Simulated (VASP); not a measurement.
The system is Ag2O.

```
Ag O
1.0
     4.71800    0.00000    0.00000
     0.00000    4.71800    0.00000
     0.00000    0.00000    4.71800
Ag O
4 2
Direct
  0.75000 0.25000 0.75000
  0.75000 0.75000 0.25000
  0.25000 0.75000 0.75000
  0.25000 0.25000 0.25000
  0.50000 0.50000 0.50000
  0.00000 0.00000 0.00000
```

| Item | Value |
| --- | --- |
| Program | VASP 6.6.1 |
| Task | relaxation of cell and atoms |
| Functional | optB88-vdW |
| Potentials or basis | VASP PAW PBE potentials, release 64 (Ag, O) |
| Cutoff | 600 eV |
| k mesh | 5 × 5 × 5 |
| Occupations | fermi-dirac, width 0.05 eV |
| Spin | no spin polarisation |

At the start: pressure 3.4 GPa; volume 17.50 Å³/atom.

Q: Where does the relaxation end?

A: Over 3 steps the energy falls by 7.2 meV/atom and the volume is 18.21 Å³/atom (+4.0 %); space group Pn-3m (No. 224, to 0.05 Å).

Step by step:
```csv
step,energy change (eV),largest force (eV/Å),pressure (GPa),volume (Å³)
1,0.0000,0.0000,3.40,105.02
2,-0.0383,0.0000,-1.02,110.76
3,-0.0432,0.0000,0.01,109.26
```

Final structure:
```xyz
6
Lattice="4.7806 0.0000 0.0000 0.0000 4.7806 0.0000 0.0000 0.0000 4.7806" Properties=species:S:1:pos:R:3 pbc="T T T"
Ag    3.5855    1.1952    3.5855
Ag    3.5855    3.5855    1.1952
Ag    1.1952    3.5855    3.5855
Ag    1.1952    1.1952    1.1952
O     2.3903    2.3903    2.3903
O     0.0000    0.0000    0.0000
```

Caveat: the PAW data sets were made with another functional, which shifts forces and pressure a little.
